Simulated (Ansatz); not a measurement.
Runs of Ansatz 0.2.0 on ZnCu. Symmetry: Pm-3m, No. 221, cubic system. Conventional cell: a = 2.945 Å, b = 2.945 Å, c = 2.945 Å, α = 90.00°, β = 90.00°, γ = 90.00°. Zn (site symmetry m-3m) is surrounded by 8 Cu at 2.55 Å. Cu (site symmetry m-3m) has 8 Zn at 2.55 Å as nearest neighbours. 

```csv
level,gap on the mesh (eV),pressure (GPa),relaxed volume (Å³/atom)
PBEsol,none,0.0,(b)
LDA,none,0.0,11.84
PBE,none,0.0,13.04
BLYP,none,0.0,13.93
RPBE,none,0.0,(a)
```

Alike in all rows: task relaxation of cell and atoms; potentials or basis Ansatz PAW; no spin polarisation; cell relaxed; k mesh 9 × 9 × 9; cutoff (eV) 420; smearing fermi-dirac 0.05 eV.

Question: Estimate the missing entries.

Answer: (a) 13.55; (b) 12.32.

Caveats: the plane-wave basis is chosen anew once the cell has moved, so the energies of steps on either side of that aren't comparable; the PAW data sets come from PBE, with cores solved anew for the run's functional, which leaves a small shift of forces and pressure (some runs).

A gap of «none» marks a metal or a gap under the smearing width.
